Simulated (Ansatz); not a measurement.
Ansatz input file:

```yaml
crystal:
  lattice:
    - [3.2062346803, 0.0, 0.0]
    - [-1.6031173402, 6.9289602446, 0.0]
    - [0.0, 0.0, 25.3879082787]
  atoms:
    - { symbol: Mo, position: [0.7901472449, 0.5802944899, 0.295416224] }
    - { symbol: P, position: [0.4218384524, 0.8436769049, 0.3037665822] }
    - { symbol: Mo, position: [0.5802944899, 0.1605889798, 0.3455183733] }
    - { symbol: P, position: [0.2119856974, 0.4239713948, 0.3538687315] }
    - { symbol: Mo, position: [0.3704417348, 0.7408834697, 0.3956205225] }
    - { symbol: P, position: [0.0021329423, 0.0042658846, 0.4039708807] }
    - { symbol: Mo, position: [0.1605889798, 0.3211779595, 0.4457226717] }
    - { symbol: P, position: [0.7922801873, 0.5845603745, 0.4540730299] }
    - { symbol: Mo, position: [0.9507362247, 0.9014724494, 0.4958248209] }
    - { symbol: P, position: [0.5824274322, 0.1648548644, 0.5041751791] }
    - { symbol: Mo, position: [0.7408834697, 0.4817669393, 0.5459269701] }
    - { symbol: P, position: [0.3725746771, 0.7451493543, 0.5542773283] }
    - { symbol: Mo, position: [0.5310307146, 0.0620614292, 0.5960291193] }
    - { symbol: P, position: [0.1627219221, 0.3254438442, 0.6043794775] }
    - { symbol: Mo, position: [0.3211779595, 0.6423559191, 0.6461312685] }
    - { symbol: P, position: [0.952869167, 0.9057383341, 0.6544816267] }
    - { symbol: Mo, position: [0.1113252045, 0.222650409, 0.6962334178] }
    - { symbol: P, position: [0.743016412, 0.486032824, 0.704583776] }
basis:
  ecutwfc: 420
kpoints:
  mp_grid: { grid: [11, 5, 1] }
hamiltonian:
  xc: pbe
scf:
  occupations: { method: gaussian, width: 0.1 }
output:
  forces: true
  stress: true
  eigenvalues: true
efield:
  axis: 3
  dipole_correction: true
  ramp_width: 0.04
```

Run as
```bash
ansatz run input.yaml --threads 2 --pin off --max-ram 5120MiB --backend cpu --events-out ev --progress --plain --runs-dir out
```

Level of theory: DFT PBE, scalar-relativistic, plane waves, PAW in Ansatz 0.2.0.

Abridged output (final results; tables in files aren't shown):

```
SCF 1 converged in 9 iterations: F = -51411.015684 eV  dr2 = 9.38e-8
SCF converged after 9 iterations
Free energy (F): -51411.015684 eV
Harris-Foulkes:  -51411.015684 eV  (|F-HF|=8.62e-9)
Internal energy: -51410.944435 eV  (E = F + TS)
E sigma→0 (E₀):  -51410.980060 eV
Entropy (-TS):   -0.071249 eV (-3.958 meV/atom)
Fermi energy:    5.553005 eV
Dipole field:    D = -0.005616 V/Å  (p = -0.017506 e·Å, saw-weighted, corrected)
Work function:   Φ+ = 4.3315 eV   Φ− = 4.1889 eV
Levels:          The Fermi level and band energies are counted from a zero that moves with the ramp; work functions are not
--- Per-component energies (eV) ---
  E_band       = -2521.824701
  E_kinetic    = 4642.459097
  E_local      = -161181.135316  (includes V_loc(G=0)·N_el)
  E_nonlocal   = 1591.423574
  E_hartree    = 78208.601550
  E_xc         = -2217.719761
  E_vxc        = -2625.420652  (∫ρ·V_xc dr)
  E_paw        = -33938.229985  (= ΣΔE_a)
  E_vpaw       = -1366.264928  (= ΣTr[D̂ρ^β])
  E_aug_tail   = 0.000455  (compensation charges beyond the density's cutoff)
  E_efield     = 0.000049  (sawtooth field / dipole correction)
  E_vefield    = -0.048123  (∫n·V_field dr)
  E_ewald      = 61483.655902
  E_smearing   = -0.071249  (= −TS)
--- Forces (eV/Å), atoms counted from 1 ---
  atom   1  Mo    -0.00369717     0.55257436     1.63035541
  atom   2  P      0.00611933    -0.17739195    -1.12843904
  atom   3  Mo    -0.00049631     0.00607642     1.01016689
  atom   4  P      0.00225322    -0.26310516    -1.56211846
  atom   5  Mo     0.00157222    -0.30299536    -0.12640860
  atom   6  P     -0.00122920     0.19077047    -0.54343062
  atom   7  Mo    -0.00231315    -0.03300691    -0.12112357
  atom   8  P      0.00032107     0.03738967    -0.04289693
  atom   9  Mo    -0.00287972    -0.03296149    -0.12758140
  atom  10  P      0.00037804    -0.03850819     0.11973937
  atom  11  Mo    -0.00238357     0.10165932     0.16885682
  atom  12  P      0.00174325     0.06958502     0.13108907
  atom  13  Mo     0.00487505     0.01222625    -0.18782395
  atom  14  P      0.00021443    -0.17043833     0.97867773
  atom  15  Mo    -0.00347651    -0.29180286    -0.45954073
  atom  16  P     -0.00093766     0.66206313     1.38607554
  atom  17  Mo     0.00188968     1.01613721    -1.86739394
  atom  18  P     -0.00195613    -1.33823431     0.74191936
--- Stress (GPa, compression-positive) ---
        0.289665       0.000205      -0.005950
        0.000205       0.016233      -0.362636
       -0.005950      -0.362636       0.478884
  P = ⅓ Tr σ = 0.2616 GPa (2.616 kbar)
--- Band table (eV; the first three rows and the last of 28) ---
  k-point 0: bands = ["-55.6338", "-55.6143", "-55.5817", "-55.5405", "-55.5302", "-55.5212", "-55.3945", "-55.3485", "-55.3353", "-30.0382", "-29.9604", "-29.8801", "-29.8686", "-29.8327", "-29.8162", "-29.7692", "-29.7462", "-29.7363", "-29.7277", "-29.6438", "-29.6336", "-29.6233", "-29.5968", "-29.5875", "-29.5851", "-29.5561", "-29.5530", "-29.5348", "-29.5296", "-29.5074", "-29.5025", "-29.4184", "-29.3797", "-29.3393", "-29.2911", "-29.2674", "-8.1308", "-7.3654", "-6.4505", "-5.9826", "-5.9006", "-5.7368", "-5.5660", "-5.0487", "-5.0001", "-1.9266", "-1.1288", "-1.0265", "-0.9682", "-0.4423", "-0.0630", "0.5360", "0.9667", "1.0417", "1.2219", "1.3100", "1.5840", "1.8483", "1.9638", " ...
  k-point 1: bands = ["-55.6336", "-55.6143", "-55.5819", "-55.5407", "-55.5302", "-55.5211", "-55.3945", "-55.3486", "-55.3352", "-30.0264", "-29.9581", "-29.8843", "-29.8735", "-29.8340", "-29.8261", "-29.7717", "-29.7500", "-29.7319", "-29.7202", "-29.6444", "-29.6375", "-29.6204", "-29.5976", "-29.5861", "-29.5836", "-29.5555", "-29.5531", "-29.5348", "-29.5292", "-29.5079", "-29.5031", "-29.4189", "-29.3790", "-29.3393", "-29.2912", "-29.2675", "-7.9997", "-7.2501", "-6.4474", "-6.3550", "-5.9694", "-5.7099", "-5.6045", "-5.0804", "-5.0336", "-1.6361", "-1.1366", "-0.9364", "-0.7400", "-0.2784", "-0.0280", "0.5614", "0.8401", "1.0602", "1.1258", "1.2905", "1.5217", "1.5818", "1.8669", " ...
  k-point 2: bands = ["-55.6332", "-55.6145", "-55.5823", "-55.5410", "-55.5302", "-55.5207", "-55.3945", "-55.3487", "-55.3351", "-29.9973", "-29.9627", "-29.8935", "-29.8831", "-29.8467", "-29.8258", "-29.7762", "-29.7543", "-29.7261", "-29.7118", "-29.6455", "-29.6417", "-29.6172", "-29.5986", "-29.5842", "-29.5814", "-29.5546", "-29.5534", "-29.5349", "-29.5286", "-29.5089", "-29.5039", "-29.4198", "-29.3779", "-29.3392", "-29.2913", "-29.2675", "-7.6256", "-7.0651", "-6.9250", "-6.4388", "-6.1370", "-5.8184", "-5.6257", "-5.1323", "-5.0872", "-1.2004", "-0.9816", "-0.6623", "-0.3868", "-0.2110", "0.0311", "0.4684", "0.6898", "0.9066", "1.2804", "1.3445", "1.3479", "1.5414", "1.8935", "1 ...
  k-point 27: bands = ["-55.6109", "-55.6023", "-55.5635", "-55.5194", "-55.5150", "-55.5090", "-55.3797", "-55.3321", "-55.3190", "-29.9758", "-29.9247", "-29.9015", "-29.8869", "-29.8472", "-29.8425", "-29.8184", "-29.8109", "-29.7987", "-29.7871", "-29.7494", "-29.7413", "-29.7153", "-29.7021", "-29.6858", "-29.6282", "-29.6118", "-29.6026", "-29.5913", "-29.5808", "-29.5532", "-29.5240", "-29.5094", "-29.5053", "-29.4623", "-29.4019", "-29.3620", "-5.9782", "-5.6740", "-5.5482", "-5.4924", "-5.4671", "-5.2935", "-5.0055", "-4.5452", "-4.3633", "-1.3189", "-1.2583", "-0.8761", "-0.8220", "-0.7654", "-0.5298", "-0.2941", "-0.0381", "0.0363", "0.2525", "0.6283", "0.7521", "0.8270", "0.9699" ...
```

The calculation finished and met its thresholds.

The run took 38 s on 2 threads of AMD EPYC 9R45 (Zen 5), on a shared host, peak memory 1.7 GiB.